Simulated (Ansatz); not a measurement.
Ta:

```
CELL_PARAMETERS angstrom
-1.71384 1.66380 1.60595
1.69320 -1.68230 1.60382
1.68622 1.65469 -1.62445
ATOMIC_POSITIONS crystal
Ta 0.00000 0.00000 0.00000
```

The cell isn't the ideal one: cell sheared at random, sigma 0.03, atoms nudged by 0.01 Å.

Below is the output of Ansatz 0.2.0 for this cell. Logs are shortened: lines on timing, memory, paths and dates and some standing lists are left out, and cuts for length are marked.

```text
Warning: RAYON_NUM_THREADS=2 ignored (pool sized by the plan → 2); use --threads N
Engine: ansatz 0.2.0, aarch64-unknown-linux-gnu
Pseudopotentials: kind: paw
Pseudopotential: Ta, paw, valence charge 13, recommended cutoff 500 eV (meta_gga), Ta.paw.azcp
Functional definition: r2SCAN
  parameter k0 = 0.174
  parameter k1 = 0.065
  parameter a1 = 4.9479
  exchange = r2scan_x(k0 = k0, k1 = k1, a1 = a1)
  correlation = r2scan_c
Crystal: 1 atoms, lattice volume = 17.996 Å³
Basis set: ecut = 500 eV, 449 PW (Γ), exchange–correlation on 96×96×96 points (64 copies of the dense FFT grid, shifted against one another)
Bands: 11, of which v1, the nominal top of the filled ones, is band 7 counted from 1 (6 counted from 0)
Symmetry: 2 space group operations
Space group: P-1 (ITA 2), of the structure as read, at distance tolerance 2.6e-5 Å
k-points: 666 of 1331
Non-local potential: Ta, projectors of the file, l = 0: 3, l = 1: 2, l = 2: 2, l = 3: 1
PAW form: soft (Blöchl's): semilocal exchange-correlation on the pseudo side does not see the compensation charge
PAW frozen core: Ta, regenerated for the run's functional (the file was generated under x = pbe(κ = 0.804, μ = 0.2195149727645171), c = pbe(β = 0.06672455060314922))
PAW one-centre angular grid: Ta, 590 points (default); XC on 160 Gauss nodes
Initial density: superposition of atomic densities (neutral atoms: chi_scale 0, normalization atom), corrected by the library's trained network
Initial wavefunctions: pseudopotential atomic-orbital guess
Functional: x = r2scan, c = r2scan; τ floored in thin density (d = 2e-4 eV/Å³)
SCF iter   1: F=—  HF=-9944.296077 eV  |F-HF|=—  |Δ(HF+E_count)|=         —  Δρ=6.14e-3  dr2=1.79e-3  dr2_τ=1.53e-2  ethr=1.77e-3  ⟨swp⟩=6.0  Hψ=44515  notcnv=0
preconditioner: auto → none  [metal: Δε(μ)=0.004 eV  Ē_g=8.764 eV  σ=0.050 eV  W_gap=0.02  n_scr=0 (ndim 8)  ℏωp=19.6 eV  f_vac=0.000  D(μ)=1.18/eV (n_scr^D=12)]
SCF iter   2: F=—  HF=-9944.313145 eV  |F-HF|=—  |Δ(HF+E_count)|=   1.71e-2  Δρ=3.46e-3  dr2=5.96e-4  dr2_τ=2.20e-4  ethr=1.38e-5  ⟨swp⟩=2.1  Hψ=19230  notcnv=0  defer=69
SCF iter   3: F=—  HF=-9944.313891 eV  |F-HF|=—  |Δ(HF+E_count)|=   7.46e-4  Δρ=4.42e-4  dr2=1.32e-5  dr2_τ=1.35e-5  ethr=4.58e-6  ⟨swp⟩=2.8  Hψ=11548  notcnv=0  defer=69
SCF iter   4: F=—  HF=-9944.313893 eV  |F-HF|=—  |Δ(HF+E_count)|=   2.78e-6  Δρ=1.03e-4  dr2=7.50e-7  dr2_τ=4.78e-7  ethr=1.02e-7  ⟨swp⟩=2.9  Hψ=11923  notcnv=0  defer=69
[... 73 lines left out ...]
SCF converged after 5 iterations
Free energy (F): -9944.300586 eV
Harris-Foulkes:  -9944.300586 eV  (|F-HF|=7.28e-12)
Internal energy: -9944.293191 eV  (E = F + TS)
E sigma→0 (E₀):  -9944.296889 eV
Entropy (-TS):   -0.007395 eV (-7.395 meV/atom)
Fermi energy:    19.455265 eV
--- Per-component energies (eV) ---
  E_band       = -103.164777
  E_kinetic    = 368.791241
  E_local      = -521.568403  (includes V_loc(G=0)·N_el)
  E_nonlocal   = 15.645496
  E_hartree    = 183.304078
  E_xc         = -205.045518
  E_vxc        = -223.024471  (∫ρ·V_xc dr)
  E_paw        = -8423.344533  (= ΣΔE_a)
  E_vpaw       = -120.919371  (= ΣTr[D̂ρ^β])
  E_aug_tail   = 0.000081  (compensation charges beyond the density's cutoff)
  E_vtau       = 11.302505  (kinetic-family band-sum trace: ∫τ·v_τ [+ j·A + Jᵃ·Aᵃ] dr)
  E_ewald      = -1361.319352
  E_core_change = -0.756280  (= ΣΔE_core)
  E_smearing   = -0.007395  (= −TS)
  E_closure    = 0.000000  (closes the sum)
  Σ components = -9944.300586   (vs F -9944.300586, Δ=0.00e0)
--- Forces (eV/Å), atoms counted from 1 ---
  atom   1  Ta     0.00000000     0.00000000     0.00000000
  max |Σ_I F_I| component: 0.00e0 eV/Å
--- Stress (GPa, compression-positive) ---
        9.987148      -0.001930       0.001069
       -0.001930       9.972541      -0.002393
        0.001069      -0.002393       9.985984
  P = ⅓ Tr σ = 9.9819 GPa (99.819 kbar)
--- Band table (eV; the first three rows and the last of 666) ---
  k-point 0: bands = ["-49.3072", "-14.5059", "-14.5058", "-14.5058", "11.0067", "20.3084", "20.3087", "20.3101", "23.9548", "23.9568", "34.9316"]
  k-point 1: bands = ["-49.2950", "-14.6299", "-14.5432", "-14.5067", "11.4073", "20.0445", "20.2125", "20.7055", "23.5539", "23.9540", "35.2865"]
  k-point 2: bands = ["-49.2622", "-14.9528", "-14.6422", "-14.5090", "12.4847", "19.4073", "19.7718", "21.8584", "23.1604", "24.0064", "35.8134"]
  k-point 665: bands = ["-49.1720", "-15.6817", "-14.9169", "-14.6222", "15.3993", "17.9297", "18.9292", "24.0323", "24.7072", "27.2850", "33.7360"]
--- Relaxed structure (6 steps of the walk, 5 accepted, 1 SCFs on fresh bases) ---
  F+E_penalty+E_count = -9944.30058625 eV   max|allowed force component| = 0.000e0 eV/Å   (the final SCF, on the basis selected at the relaxed cell)
  cell:  # Å, volume = 17.2086 Å³
    - [-1.6263346283274605, 1.6265167268395568, 1.626382766419609]
    - [1.6263195864659559, -1.626483087672798, 1.626329701232088]
    - [1.6263644338049263, 1.626510266654909, -1.6263458639702937]
  atoms:
    - { symbol: Ta, position: [0.0, 0.0, 0.0] }
```

Problem. What input gives this log?

Solution. Relaxation of cell and atoms with r2SCAN, no spin polarisation. The files as run (others can give the same):

input.yaml
```yaml
crystal:
  lattice:
    - [-1.71384034, 1.6638007, 1.605951]
    - [1.69320357, -1.68230212, 1.60381565]
    - [1.68622365, 1.65468543, -1.62445243]
  atoms:
    - { symbol: Ta, position: [0.0, 0.0, 0.0] }
hamiltonian:
  xc: r2scan
  pseudopotentials: { kind: paw }
kpoints:
  mp_grid: { grid: [11, 11, 11] }
scf:
  occupations: { method: fermi_dirac, width: 0.05 }
output:
  forces: true
  stress: true
  eigenvalues: true
relax:
  f_tol: 0.01
  max_steps: 40
  cell: { stress_tol: 0.05, p_target: 10.0 }
```

Potentials or basis: Ansatz PAW.
Command:
```bash
$ ansatz run input.yaml --threads 2 --pin off --max-ram 5632MiB --backend cpu --events-out ev --progress --plain --runs-dir out
```

Caveat: the plane-wave basis is chosen anew once the cell has moved, so the energies of steps on either side of that aren't comparable; the PAW data sets come from PBE, with cores solved anew for the run's functional, which leaves a small shift of forces and pressure.
